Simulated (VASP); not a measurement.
# Si2C (P-6m2) in VASP: notebook

The runs below take Si2C through relaxation of cell and atoms, with r2SCAN, rSCAN, r2SCAN+rVV10.

Everything below comes from runs of VASP 6.6.1. Logs are shortened: lines on timing, memory, paths and dates and some standing lists are left out, and cuts for length are marked.

## Step 1: The crystal as given

The structure is hexagonal, space group P-6m2 (No. 187). The conventional cell has a = 3.380 Å, b = 3.380 Å, c = 4.653 Å, α = 90.00°, β = 90.00°, γ = 120.00°. Si (site symmetry 3m) has 3 C at 2.27 Å and 2 Si at 2.32 to 2.33 Å as nearest neighbours. C (site symmetry -6m2) is surrounded by 6 Si at 2.27 Å.

The cell was built by a generator and needn't be a form met in nature.

## Step 2: Relaxation of cell and atoms, r2SCAN

File INCAR:

```
PREC = Accurate ; ENCUT = 600
EDIFF = 1E-6 ; ISMEAR = 0
SIGMA = 0.05 ; LREAL = False
LASPH = True ; NELM = 80
ALGO = Normal ; ISIF = 3
LWAVE = False ; LCHARG = False
METAGGA = R2SCAN ; LMIXTAU = True
IBRION = 2 ; NSW = 40
EDIFFG = -0.01
```

File KPOINTS:

```
Automatic mesh
0
Gamma
  9 9 6
```

File POSCAR:

```
Si2C
1.0
    3.3797266700      0.0000000000      0.0000000000
   -1.6898633400      2.9269291600      0.0000000000
    0.0000000000      0.0000000000      4.6533202500
Si C
2 1
Direct
    0.3333333300      0.6666666700      0.7503481200
    0.3333333300      0.6666666700      0.2496518800
    0.0000000000      0.0000000000      0.0000000000
```

Potentials or basis: VASP PAW PBE potentials, release 64 (Si, C).

Launch:

```console
$ cat potpaw_PBE.64/Si/POTCAR potpaw_PBE.64/C/POTCAR > POTCAR
$ mpirun -np 1 vasp_std > vasp.out
```

OUTCAR:

```text
PREC = Accurate
   ENCUT = 600
   EDIFF = 1E-6
   ISMEAR = 0
   LREAL = False
   LASPH = True
   NELM = 80
   ISIF = 3
   METAGGA = R2SCAN
   IBRION = 2
   NSW = 40
   EDIFFG = -0.01

 ion  position               nearest neighbor table
   1  0.333  0.667  0.750-   3 2.27   3 2.27   3 2.27   2 2.32   2 2.33
   2  0.333  0.667  0.250-   3 2.27   3 2.27   3 2.27   1 2.32   1 2.33
   3  0.000  0.000  0.000-   1 2.27   2 2.27   1 2.27   2 2.27   1 2.27   2 2.27

  LATTYP: Found a hexagonal cell.
 ALAT       =     3.3797266700
 C/A-ratio  =     1.3768333076

  Lattice vectors:

 A1 = (   3.3797266700,   0.0000000000,   0.0000000000)
 A2 = (  -1.6898633400,   2.9269291600,   0.0000000000)
 A3 = (   0.0000000000,   0.0000000000,   4.6533202500)

Analysis of symmetry for initial positions (statically):
=====================================================================
 Subroutine PRICEL returns:
 Original cell was already a primitive cell.

 Routine SETGRP: Setting up the symmetry group for a
 hexagonal supercell.

 Subroutine GETGRP returns: Found 12 space group operations
 (whereof 12 operations were pure point group operations)
 out of a pool of 24 trial point group operations.

The static configuration has the point symmetry D_3h.

Analysis of symmetry for dynamics (positions and initial velocities):
=====================================================================
 Subroutine PRICEL returns:
 Original cell was already a primitive cell.

 Routine SETGRP: Setting up the symmetry group for a
 hexagonal supercell.

 Subroutine GETGRP returns: Found 12 space group operations
 (whereof 12 operations were pure point group operations)
 out of a pool of 24 trial point group operations.

The dynamic configuration has the point symmetry D_3h.

 Subroutine INISYM returns: Found 12 space group operations
 (whereof 12 operations are pure point group operations),
 and found     1 'primitive' translations

----------------------------------------------------------------------------------------

                                     Primitive cell

  volume of cell :      46.0317

  direct lattice vectors                    reciprocal lattice vectors
     3.379726670  0.000000000  0.000000000     0.295881915  0.170827504  0.000000000
    -1.689863340  2.926929160  0.000000000     0.000000000  0.341655006  0.000000000
     0.000000000  0.000000000  4.653320250     0.000000000  0.000000000  0.214900318

  length of vectors
     3.379726670  3.379726678  4.653320250     0.341655007  0.341655006  0.214900318

  position of ions in fractional coordinates (direct lattice)
     0.333333330  0.666666670  0.750348120
     0.333333330  0.666666670  0.249651880
     0.000000000  0.000000000  0.000000000

  ion indices of the primitive-cell ions
   primitive index   ion index
                 1           1
                 2           2
                 3           3

----------------------------------------------------------------------------------------

 KPOINTS: Automatic mesh

Automatic generation of k-mesh.
 Grid dimensions read from file:
 generate k-points for:    9    9    6

 Generating k-lattice:

  Cartesian coordinates                     Fractional coordinates (reciprocal lattice)
     0.032875768  0.018980834  0.000000000     0.111111111  0.000000000  0.000000000
     0.000000000  0.037961667  0.000000000     0.000000000  0.111111111  0.000000000
     0.000000000  0.000000000  0.035816720     0.000000000  0.000000000  0.166666667

  Length of vectors
     0.037961667  0.037961667  0.035816720

  Shift w.r.t. Gamma in fractional coordinates (k-lattice)
     0.000000000  0.000000000  0.000000000

 Subroutine IBZKPT returns following result:
 ===========================================

 Found     48 irreducible k-points:

 Following reciprocal coordinates:
            Coordinates               Weight
  0.000000  0.000000  0.000000      1.000000
  0.111111 -0.000000  0.000000      6.000000
  0.222222 -0.000000  0.000000      6.000000
  0.333333  0.000000  0.000000      6.000000
  0.444444 -0.000000  0.000000      6.000000
  0.111111  0.111111  0.000000      6.000000
[... 16 lines left out ...]
  0.333333  0.222222  0.166667     24.000000
  0.333333  0.333333  0.166667      4.000000
 [... further k-points ...]
   k-points           NKPTS =     48   k-points in BZ     NKDIM =     48   number of bands    NBANDS=     10
   number of dos      NEDOS =    301   number of ions     NIONS =      3
   total plane-waves  NPLWV =  31360
   dimension x,y,z NGX =    28 NGY =   28 NGZ =   40
   dimension x,y,z NGXF=    56 NGYF=   56 NGZF=   80
   ions per type =               2   1
   NGX,Y,Z   is equivalent  to a cutoff of  13.77, 13.77, 14.29 a.u.
   NGXF,Y,Z  is equivalent  to a cutoff of  27.55, 27.55, 28.58 a.u.
 SYSTEM =  unknown system
   PREC   = accura    normal or accurate (medium, high low for compatibility)
   ISTART =      0    job   : 0-new  1-cont  2-samecut
   ICHARG =      2    charge: 1-file 2-atom 10-const
   ISPIN  =      1    spin polarized calculation?
   LNONCOLLINEAR =      F non collinear calculations
   LSORBIT =      F    spin-orbit coupling
   LASPH  =      T    aspherical Exc in radial PAW
   ENCUT  =  600.0 eV  44.10 Ry    6.64 a.u.   6.75  6.75  9.29*2*pi/ulx,y,z
   NELM   =     80;   NELMIN=  2; NELMDL= -5     # of ELM steps
   EDIFF  = 0.1E-05   stopping-criterion for ELM
   LREAL  =      F    real-space projection
   EDIFFG = -.1E-01   stopping-criterion for IOM
   NSW    =     40    number of steps for IOM
   IBRION =      2    ionic relax: 0-MD 1-quasi-New 2-CG
   NFREE  =      1    steps in history (QN), initial steepest desc. (CG)
   ISIF   =      3    stress and relaxation
   ISYM   =      2    0-nonsym 1-usesym 2-fastsym
   POTIM  = 0.5000    time-step for ionic-motion
   TEBEG  =    0.0;   TEEND  =   0.0 temperature during run
   PSTRESS=    0.0 pullay stress
   NELECT =      12.0000    total number of electrons
   NUPDOWN=      -1.0000    fix difference up-down
   EMIN   =  10.00;   EMAX   =-10.00  energy-range for DOS
   EFERMI =   0.00;   METHOD = LEGACY
   ISMEAR =     0;   SIGMA  =   0.05  broadening in eV -4-tet -1-fermi 0-gaus
   EFERMI_NEDOS =   21; number of points for ismear=-14 and -15
   IALGO  =     38    algorithm
   IMIX   =      4    mixing-type and parameters
     AMIX     =   0.40;   BMIX     =  1.00
     AMIX_MAG =   1.60;   BMIX_MAG =  1.00
  volume/ion in A,a.u.               =      15.34       103.55
  Fermi-wavevector in a.u.,A,eV,Ry     =   1.045802  1.976280 14.880730  1.093703
  Thomas-Fermi vector in A             =   2.180614
   LORBIT       =      0    0 simple, 1 ext, 2 COOP (PROOUT), +10 PAW based schemes
   METAGGA = R2SCAN    functional components
   LHFCALC =     F    Hartree Fock is set to
   AEXX    =    0.0000 exact exchange contribution
   IVDW    =     0    specifies the selected vdW correction
   LEPSILON=     F    determine dielectric tensor
   LRPA    =     F    only Hartree local field effects (RPA)
 conjugate gradient relaxation of ions
 non-spin polarized calculation
 Gauss-broadening in eV      SIGMA  =   0.05
  energy-cutoff  :      600.00
  volume of cell :       46.03
 maximum number of plane-waves:      1560
 NGX is ok and might be reduce to    28
   NGX = 13   NGY = 13   NGZ = 19

--------------------------------------- Ionic step        1  -------------------------------------------

 number of electron      12.0000000 magnetization

 Free energy of the ion-electron system (eV)
  ---------------------------------------------------
  ext. energy  EPLUGINS =         0.00000000
  ---------------------------------------------------
  free energy    TOTEN  =       -23.26593908 eV

  energy without entropy =      -23.26464753  energy(sigma->0) =      -23.26529331

------------------------ aborting loop because EDIFF is reached ----------------------------------------

  FORCE on cell =-STRESS in cart. coord.  units (eV):
  Direction    XX          YY          ZZ          XY          YZ          ZX
  --------------------------------------------------------------------------------------
  -------------------------------------------------------------------------------------
  Total       -7.3738195     -7.3738196      1.8199386      0.0000000      0.0000000     -0.0000000
  in kB     -256.6530054   -256.6530065     63.3447448      0.0000004      0.0000000     -0.0000000
  external PRESSURE =    -149.9870890 kB  Pullay stress =       0.0000000 kB
[... 92 lines left out ...]
  FREE ENERGIE OF THE ION-ELECTRON SYSTEM (eV)
  ---------------------------------------------------
  free  energy   TOTEN  =       -24.7935363995 eV

  energy  without entropy=      -24.7916945470  energy(sigma->0) =      -24.79261547

 E-fermi :  10.0800     XC(G=0): -12.0811

 val. band max:       10.0710467761   @ k =   0.3333   0.0000   0.5000
 cond. band min:      10.1133834330   @ k =   0.3333   0.3333   0.0000
 fundamental gap:      0.0423366569
 Fermi energy:        10.0800357546

 k-point     1 :       0.0000    0.0000    0.0000
  band No.  band energies     occupation
      1      -8.2006      2.00000
      2      -0.7822      2.00000
      3       0.6484      2.00000
      4       8.6954      2.00000
      5       8.6954      2.00000
      6      13.9852      0.00000
      7      15.1924      0.00000
      8      16.6003      0.00000
      9      16.6003      0.00000
     10      17.5210      0.00000
[... 287 lines left out ...]
 k-point    24 :       0.3333    0.3333    0.1667
  band No.  band energies     occupation
      1      -2.8810      2.00000
      2      -0.7310      2.00000
      3       1.8313      2.00000
      4       3.9233      2.00000
      5       5.1420      2.00000
      6       7.9237      2.00000
      7       9.9234      1.99999
      8      10.4799      0.00000
      9      11.6112      0.00000
     10      18.8130      0.00000

 [... further k-points ...]

[... ionic steps 4 to 24 ...]

--------------------------------------- Ionic step       25  -------------------------------------------

 number of electron      12.0000000 magnetization

------------------------ aborting loop because EDIFF is reached ----------------------------------------

  FORCE on cell =-STRESS in cart. coord.  units (eV):
  Direction    XX          YY          ZZ          XY          YZ          ZX
  --------------------------------------------------------------------------------------
  -------------------------------------------------------------------------------------
  Total       -0.0330264     -0.0330264     -0.0066470      0.0000000     -0.0000000      0.0000000
  in kB       -1.5204451     -1.5204451     -0.3060094      0.0000000     -0.0000000      0.0000000
  external PRESSURE =      -1.1156332 kB  Pullay stress =       0.0000000 kB
[... 59 lines left out ...]
  energy  without entropy=      -24.8563480399  energy(sigma->0) =      -24.85675039

--------------------------------------- Ionic step       27  -------------------------------------------

 number of electron      12.0000000 magnetization

 Free energy of the ion-electron system (eV)
  ---------------------------------------------------
  ext. energy  EPLUGINS =         0.00000000
  ---------------------------------------------------
  free energy    TOTEN  =       -24.85715478 eV

  energy without entropy =      -24.85634300  energy(sigma->0) =      -24.85674889

 E-fermi :   9.9819     XC(G=0): -12.0991

 val. band max:        9.9644569164   @ k =   0.3333   0.3333   0.1667
 cond. band min:       9.9979813824   @ k =   0.3333   0.3333   0.0000
 fundamental gap:      0.0335244660
 Fermi energy:         9.9818975839

 k-point     1 :       0.0000    0.0000    0.0000
  band No.  band energies     occupation
      1      -8.2535      2.00000
      2      -0.9528      2.00000
      3       0.7184      2.00000
      4       8.8695      2.00000
      5       8.8695      2.00000
      6      13.6952      0.00000
      7      15.6135      0.00000
      8      16.9576      0.00000
      9      16.9576      0.00000
     10      17.4695      0.00000
[... 329 lines left out ...]
  FREE ENERGIE OF THE ION-ELECTRON SYSTEM (eV)
  ---------------------------------------------------
  free  energy   TOTEN  =       -24.8571547782 eV

  energy  without entropy=      -24.8563429961  energy(sigma->0) =      -24.85674889

 reached required accuracy - stopping structural energy minimisation
```

Run time: 25 min. Hardware: 1 thread of AMD EPYC 7R13 (Zen 3), shared host; peak memory 0.17 GiB.

What came out:

| Quantity | Value |
| --- | --- |
| Free energy | -24.8572 eV |
| Relaxed volume | 11.57 Å³/atom |
| Relaxed cell | a = 2.859 Å, b = 2.859 Å, c = 4.904 Å, α = 90.00°, β = 90.00°, γ = 120.00° |
| Space group after relaxing (to 0.05 Å) | P-6m2 (No. 187) |
| Energy gained by relaxing | 530.4 meV/atom |
| Ionic steps | 27 |
| Pressure after relaxing | 0.0 GPa |
| Largest force after relaxing | 0.008 eV/Å |
| Band gap on the k mesh | none (metal or under the smearing width) |

Forces in eV/Å, atoms in the order of the input:
```
Si   0.000  0.000 -0.008
Si   0.000  0.000  0.008
C    0.000  0.000  0.000
```

Stress tensor (GPa, compression positive):
```
 0.12  0.00  0.00
 0.00  0.12  0.00
 0.00  0.00 -0.13
```

Step by step:
| step | energy change (eV) | largest force (eV/Å) | pressure (GPa) | volume (Å³) |
| --- | --- | --- | --- | --- |
| 1 | 0.0000 | 0.4563 | -15.00 | 46.03 |
| 2 | -1.4780 | 0.6316 | -9.38 | 36.81 |
| 3 | -1.5276 | 0.9846 | -6.64 | 35.64 |
| 4 | -1.4913 | 1.7566 | 0.98 | 33.34 |
| 5 | -1.5374 | 1.1719 | -4.77 | 34.98 |
| 6 | -1.4266 | 2.2451 | 13.06 | 32.26 |
| 7 | -1.5781 | 0.1536 | 0.64 | 33.99 |
| 8 | -1.5781 | 0.1292 | 0.76 | 33.97 |
| 9 | -1.5781 | 0.1056 | 0.88 | 33.95 |
| 10 | -1.5801 | 0.0165 | 0.22 | 34.19 |
| 11 | -1.5810 | 0.0502 | -0.23 | 34.41 |
| 12 | -1.5800 | 0.2193 | -1.20 | 34.85 |
| 13 | -1.5812 | 0.0809 | -0.42 | 34.51 |
| 14 | -1.5817 | 0.0761 | -0.51 | 34.55 |
| 15 | -1.5833 | 0.0821 | -0.88 | 34.67 |
| 16 | -1.5846 | 0.0445 | -1.38 | 34.92 |
| 17 | -1.5853 | 0.0324 | -2.37 | 35.41 |
| 18 | -1.5855 | 0.0130 | -1.70 | 35.13 |
| 19 | -1.5858 | 0.0274 | -2.02 | 35.27 |
| 20 | -1.5876 | 0.0265 | -1.77 | 35.21 |
| 21 | -1.5904 | 0.0420 | -0.99 | 35.02 |
| 22 | -1.5905 | 0.0415 | -0.84 | 34.97 |
| 23 | -1.5909 | 0.0153 | -0.49 | 34.90 |
| 24 | -1.5910 | 0.0619 | -0.19 | 34.84 |
| 25 | -1.5911 | 0.0450 | -0.11 | 34.80 |
| 26 | -1.5912 | 0.0115 | 0.03 | 34.72 |
| 27 | -1.5912 | 0.0081 | 0.04 | 34.71 |

Final structure:
```xyz
3
Lattice="2.8590 0.0000 0.0000 -1.4295 2.4759 0.0000 0.0000 0.0000 4.9041" Properties=species:S:1:pos:R:3 pbc="T T T"
Si    0.0000    1.6506    3.7053
Si    0.0000    1.6506    1.1988
C     0.0000    0.0000    0.0000
```

Caveat: the volume moved by over 15 % at a fixed basis, so the end points are rough; the PAW data sets were made with another functional, which shifts forces and pressure a little.

## Step 3: Relaxation of cell and atoms, rSCAN

File INCAR:

```
SYSTEM = Si2C
PREC = Accurate
ENCUT = 600
EDIFF = 1E-7
ISMEAR = 0
SIGMA = 0.05
LREAL = .FALSE.
LASPH = .TRUE.
NELM = 60
ALGO = Normal
ISIF = 3
LWAVE = .FALSE.
LCHARG = .FALSE.
METAGGA = RSCAN
LMIXTAU = .TRUE.
IBRION = 2
NSW = 60
EDIFFG = -0.02
```

File KPOINTS:

```
regular mesh
0
G
  9 9 6
  0 0 0
```

POSCAR is that of step 2.

Potentials or basis: VASP PAW PBE potentials, release 64 (Si, C).

Launch:

```console
$ cat potpaw_PBE.64/Si/POTCAR potpaw_PBE.64/C/POTCAR > POTCAR
$ mpirun -np 1 vasp_std > vasp.out
```

Run time: 30 min. Hardware: 1 thread of AMD EPYC 7R13 (Zen 3), shared host; peak memory 0.17 GiB.

The run converged. Its results:

- Free energy: -29.0607 eV
- Relaxed volume: 11.47 Å³/atom
- Relaxed cell: a = 2.851 Å, b = 2.851 Å, c = 4.888 Å, α = 90.00°, β = 90.00°, γ = 120.00°
- Space group after relaxing (to 0.05 Å): P-6m2 (No. 187)
- Energy gained by relaxing: 548.4 meV/atom
- Ionic steps: 26
- Pressure after relaxing: -0.1 GPa
- Band gap on the k mesh: none (metal or under the smearing width)

Stress tensor (GPa, compression positive):
```
 0.00  0.00  0.00
 0.00  0.00  0.00
 0.00  0.00 -0.17
```

The path:
```csv
step,energy change (eV),largest force (eV/Å),pressure (GPa),volume (Å³)
1,0.0000,0.4375,-15.24,46.03
2,-1.5247,0.5599,-9.84,36.68
3,-1.5862,0.9124,-6.81,35.37
4,-1.5340,1.7321,2.25,32.81
5,-1.5971,1.1134,-4.77,34.69
6,-1.4899,2.2187,12.65,32.11
7,-1.6348,0.1357,0.48,33.76
8,-1.6349,0.1120,0.61,33.75
9,-1.6349,0.0897,0.72,33.73
10,-1.6370,0.0337,0.34,33.90
11,-1.6407,0.2012,-0.69,34.41
12,-1.6409,0.1208,-0.35,34.27
13,-1.6410,0.1631,-0.53,34.34
14,-1.6414,0.1597,-0.65,34.37
15,-1.6422,0.1116,-0.80,34.46
16,-1.6434,0.0233,-1.00,34.65
17,-1.6399,0.1527,-1.95,35.01
18,-1.6437,0.0489,-1.15,34.72
19,-1.6441,0.0332,-0.95,34.67
20,-1.6449,0.0143,-0.39,34.53
21,-1.6443,0.1069,0.65,34.25
22,-1.6450,0.0403,-0.11,34.45
23,-1.6451,0.0214,-0.12,34.44
24,-1.6451,0.0177,-0.13,34.42
25,-1.6451,0.0029,-0.13,34.43
26,-1.6451,0.0004,-0.06,34.41
```

Final structure:
```yaml
crystal:
  lattice:
    - [2.85105, 0.00000, 0.00000]
    - [-1.42553, 2.46908, 0.00000]
    - [0.00000, 0.00000, 4.88784]
  atoms:
    - { symbol: Si, position: [0.33333, 0.66667, 0.75492] }
    - { symbol: Si, position: [0.33333, 0.66667, 0.24508] }
    - { symbol: C, position: [0.00000, 0.00000, 0.00000] }
```

Levels at points of the mesh, in eV from the Fermi level:
```
           k point  band 4  band 5  band 6  band 7  band 8  band 9
(0.00, 0.00, 0.00)   -1.13   -1.13    3.74    5.73    6.99    6.99
(0.00, 0.00, 0.50)   -2.47   -1.09   -1.09    5.86    7.73    7.73
```

Caveat: the volume moved by over 15 % at a fixed basis, so the end points are rough; the PAW data sets were made with another functional, which shifts forces and pressure a little.

[end of part 1 of 2]
